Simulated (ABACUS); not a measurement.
# GaP (F-43m) in ABACUS: equation of state, part 2 of 2

ABACUS 3.10.1. Earlier steps stand in the parts before.

### Step 7. Equation of state, PBE, 21.05 Å³/atom (volume scaled by 1.04)

INPUT reads:

```
INPUT_PARAMETERS
suffix              GaP
calculation         scf
basis_type          pw
pseudo_dir          ./
symmetry            1
dft_functional      pbe
ecutwfc             81
pseudo_rcut         10
nspin               1
nbands              13
ks_solver           dav
smearing_method     fd
smearing_sigma      0.00367493
scf_thr             1e-08
scf_nmax            100
mixing_type         broyden
mixing_beta         0.7
cal_force           1
cal_stress          1
kpar                4
```

STRU reads:

```
ATOMIC_SPECIES
Ga 69.7230 Ga.upf
P 30.9738 P.upf

LATTICE_CONSTANT
1.8897261246

LATTICE_VECTORS
0.0000000000 2.7611126653 2.7611126653
2.7611126653 0.0000000000 2.7611126653
2.7611126653 2.7611126653 0.0000000000

ATOMIC_POSITIONS
Direct

Ga
0.0
1
0.0000000000 0.0000000000 0.0000000000 1 1 1

P
0.0
1
0.7500000000 0.7500000000 0.7500000000 1 1 1
```

KPT reads:

```
K_POINTS
0
Gamma
8 8 8 0 0 0
```

Potentials or basis: PseudoDojo NC SR 0.4.1 PBE standard, plane waves.

Run with:

```bash
$ OMP_NUM_THREADS=1 mpirun -np 4 abacus > log
```

running log:

```text
ABACUS v3.10.1

               Atomic-orbital Based Ab-initio Computation at UStc

 ------------------------------------------------------------------------------------

 READING GENERAL INFORMATION
                           global_out_dir = OUT.GaP/
                           global_in_card = INPUT
                               pseudo_dir = ./
                              orbital_dir =
                                    DSIZE = 4
                                    GSIZE = 1

 READING UNITCELL INFORMATION
                                    ntype = 2
                  lattice constant (Bohr) = 1.88973
              lattice constant (Angstrom) = 1

 READING ATOM TYPE 1
                               atom label = Ga
                      L=0, number of zeta = 1
                      L=1, number of zeta = 1
                      L=2, number of zeta = 1
             number of atom for this type = 1

 READING ATOM TYPE 2
                               atom label = P
                      L=0, number of zeta = 1
                      L=1, number of zeta = 1
                      L=2, number of zeta = 1
             number of atom for this type = 1

                        TOTAL ATOM NUMBER = 2
DIRECT COORDINATES
    atom                   x                   y                   z     mag                  vx                  vy                  vz
taud_Ga1            0.0000000000        0.0000000000        0.0000000000  0.0000        0.0000000000        0.0000000000        0.0000000000
taud_P1            0.7500000000        0.7500000000        0.7500000000  0.0000        0.0000000000        0.0000000000        0.0000000000

                          Volume (Bohr^3) = 284.105
                             Volume (A^3) = 42.1

 Lattice vectors: (Cartesian coordinate: in unit of a_0)
                   +0            +2.76111            +2.76111
             +2.76111                  +0            +2.76111
             +2.76111            +2.76111                  +0
 Reciprocal vectors: (Cartesian coordinate: in unit of 2 pi/a_0)
            -0.181086           +0.181086           +0.181086
            +0.181086           -0.181086           +0.181086
            +0.181086           +0.181086           -0.181086
 The esolver type has been set to : ksdft_pw

                PAO radial cut off (Bohr) = 10

 Read in pseudopotential file is Ga.upf
                     pseudopotential type = NC
          exchange-correlation functional = PBE
                 nonlocal core correction = 1
                        valence electrons = 13
                                     lmax = 2
                           number of zeta = 3
                     number of projectors = 6
                           L of projector = 0
[... 5 lines left out ...]
                PAO radial cut off (Bohr) = 10

 Read in pseudopotential file is P.upf
                     pseudopotential type = NC
          exchange-correlation functional = PBE
                 nonlocal core correction = 1
                        valence electrons = 5
                                     lmax = 2
                           number of zeta = 2
                     number of projectors = 6
                           L of projector = 0
                           L of projector = 0
                           L of projector = 1
                           L of projector = 1
                           L of projector = 2
                           L of projector = 2
     initial pseudo atomic orbital number = 13

 SETUP THE ELECTRONS NUMBER
            electron number of element Ga = 13
      total electron number of element Ga = 13
             electron number of element P = 5
       total electron number of element P = 5
            AUTOSET number of electrons:  = 18
                           occupied bands = 9
                                   NBANDS = 13
                                   NLOCAL = 18

[... 138 lines left out ...]

 SETUP PLANE WAVES FOR WAVE FUNCTIONS
     energy cutoff for wavefunc (unit:Ry) = 81
              fft grid for wave functions = [ 45, 45, 45 ]
                    number of plane waves = 4111
                         number of sticks = 349

 PARALLEL PW FOR WAVE FUNCTIONS
     PROC   COLUMNS(POT)             PW
        1            349           4111
 --------------- sum -------------------
        1            349           4111

 SETUP NONLOCAL PSEUDOPOTENTIALS IN PLANE WAVE BASIS
 Ga non-local projectors:
 projector 1 L=0
 projector 2 L=0
 projector 3 L=1
 projector 4 L=1
 projector 5 L=2
 projector 6 L=2
 P non-local projectors:
 projector 1 L=0
 projector 2 L=0
 projector 3 L=1
 projector 4 L=1
 projector 5 L=2
 projector 6 L=2
      TOTAL NUMBER OF NONLOCAL PROJECTORS = 36

 Init Non-Local PseudoPotential table :
 Init Non-Local-Pseudopotential done.

                                     npwx = 3523

 Make real space PAO into reciprocal space.
       max mesh points in Pseudopotential = 1001
     dq(describe PAO in reciprocal space) = 0.01
                                    max q = 1084

 number of pseudo atomic orbitals for Ga is 3
WARNING: norm of atomic wavefunction # 2 of atomic type Ga is 0.999997, renormalized
WARNING: norm of atomic wavefunction # 3 of atomic type Ga is 0.998668, renormalized

 number of pseudo atomic orbitals for P is 2
WARNING: norm of atomic wavefunction # 2 of atomic type P is 0.999977, renormalized

 -------------------------------------------
 SELF-CONSISTENT
 -------------------------------------------
                                 init_chg = atomic

 PW ALGORITHM --------------- ION=   1  ELEC=   1--------------------------------
 Notice: Threshold on eigenvalues was too large.
 hsover_error=0.18 > DRHO=0.0722371
 Origin diag ethr = 0.01
 New diag ethr = 0.000401317

 Density error is 0.071837302757
                          Error Threshold = 0.00040131719578
----------------------------------------------------------
     Energy           Rydberg                 eV
----------------------------------------------------------
 E_KohnSham     -166.8430022142      -2270.0155015402
 E_Harris       -167.8677245310      -2283.9575639159
 E_Fermi        0.5427860436         7.3849829877
----------------------------------------------------------
[... 63 lines left out ...]
 Density error is 2.99595994632e-09
                          Error Threshold = 1.60327464746e-10
----------------------------------------------------------
     Energy           Rydberg                 eV
----------------------------------------------------------
 E_KohnSham     -166.8580279662      -2270.2199373831
 E_KS(sigma->0) -166.8580279659      -2270.2199373801
 E_Harris       -166.8582702567      -2270.2232339155
 E_band         -4.1555632487        -56.5393385821
 E_one_elec     -78.5792220566       -1069.1251643766
 E_Hartree      52.9340497498        720.2046948126
 E_xc           -45.9883297621       -625.7033262669
 E_Ewald        -95.2245258969       -1295.5961415461
 E_entropy(-TS) -0.0000000004        -0.0000000061
 E_descf        0.0000000000         0.0000000000
 E_exx          0.0000000000         0.0000000000
 E_Fermi        0.5778659946         7.8622702066
----------------------------------------------------------

 charge density convergence is achieved
 final etot is -2270.2199374 eV
 EFERMI = 7.8622702066 eV

 STATE ENERGY(eV) AND OCCUPATIONS    NSPIN == 1
 1/8 kpoint (Cartesian) = 0.0000 0.0000 0.0000 (3479 pws)
       1       -7.39501     0.00390625
       2       -7.39501     0.00390625
       3       -7.39501     0.00390625
       4       -7.30937     0.00390625
       5       -7.30937     0.00390625
       6       -5.09706     0.00390625
       7        7.10796     0.00390625
       8        7.10796     0.00390625
       9        7.10796     0.00390625
      10        8.60515    1.37774e-09
      11        11.0058    1.93925e-30
      12        11.0058    1.93925e-30
      13        11.0058    1.93925e-30
[... 61 lines left out ...]
 6/8 kpoint (Cartesian) = 0.0000 0.0000 0.045272 (3523 pws)
       1       -7.41384      0.0234375
       2       -7.38699      0.0234375
       3       -7.38699      0.0234375
       4       -7.31284      0.0234375
       5       -7.30660      0.0234375
       6       -4.84137      0.0234375
       7        5.52214      0.0234375
       8        6.50130      0.0234375
       9        6.50130      0.0234375
      10        9.90985    3.84478e-20
      11        10.5333    1.47698e-25
      12        11.9003    1.97685e-37
      13        11.9003    1.97685e-37

[... levels at 2 further k points ...]

------------------------------------------------------------------------------------------
 TOTAL-FORCE (eV/Angstrom)
------------------------------------------------------------------------------------------
                       Ga1         0.0000000000         0.0000000000         0.0000000000
                        P1         0.0000000000         0.0000000000         0.0000000000
------------------------------------------------------------------------------------------

----------------------------------------------------------------
 TOTAL-STRESS (KBAR)
----------------------------------------------------------------
        -5.9804383303        -0.0000000000        -0.0000000000
        -0.0000000000        -5.9804383303         0.0000000000
        -0.0000000000         0.0000000000        -5.9804383303
----------------------------------------------------------------
 TOTAL-PRESSURE: -5.980438 KBAR

 --------------------------------------------
 !FINAL_ETOT_IS -2270.2199373831226694 eV
 --------------------------------------------
```

It took 5.1 s on 4 MPI ranks of Intel Xeon 6975P-C (Granite Rapids), shared host; peak memory 0.36 GiB.

Results:

| Property | Result |
| --- | --- |
| Free energy | -2270.2199 eV |
| Pressure | -0.6 GPa |
| Band gap on the k mesh | 1.50 eV, direct |

### Step 8. Equation of state, PBE, 21.45 Å³/atom (volume scaled by 1.06)

INPUT is that of step 7.

Changes to STRU since step 7:

```diff
@@ -8,5 +8,5 @@
 LATTICE_VECTORS
-0.0000000000 2.7611126653 2.7611126653
-2.7611126653 0.0000000000 2.7611126653
-2.7611126653 2.7611126653 0.0000000000
+0.0000000000 2.7786998443 2.7786998443
+2.7786998443 0.0000000000 2.7786998443
+2.7786998443 2.7786998443 0.0000000000
```

KPT is that of step 7.

Run with:

```bash
$ OMP_NUM_THREADS=1 mpirun -np 4 abacus > log
```

Run time: 5.7 s. Hardware: 4 MPI ranks of Intel Xeon 6975P-C (Granite Rapids), shared host; peak memory 0.36 GiB.

It converged, with:

* Free energy: -2270.2136 eV
* Pressure: -1.9 GPa
* Band gap on the k mesh: 1.34 eV, direct

### Step 9. Equation of state, PBE

Potentials or basis: PseudoDojo NC SR 0.4.1 PBE standard, plane waves.

No new run: the results of the series are fitted here.

What came out:

```yaml
Equilibrium_volume: 20.89 Å³/atom
Bulk_modulus: 77 GPa
Pressure_derivative_of_the_bulk_modulus: 4.5
```

Energy against volume, from the lowest point:
```csv
volume (Å³/atom),energy (meV/atom)
19.026,47.08
19.431,27.67
19.836,13.79
20.240,4.88
20.645,0.44
21.050,0.00
21.455,3.17
```

PBE usually gives volumes a little too large and moduli too small.

### Step 10. Comparison with measurements

Step 9. Measured bulk modulus of GaP: 87.5 GPa (“Phosphorous dimerization in GaP at high pressure”, 2017, arxiv:1709.06667). This calculation gives 77 GPa (-12.3 %). The fit is for a static lattice scaled at fixed shape and fixed fractional positions.
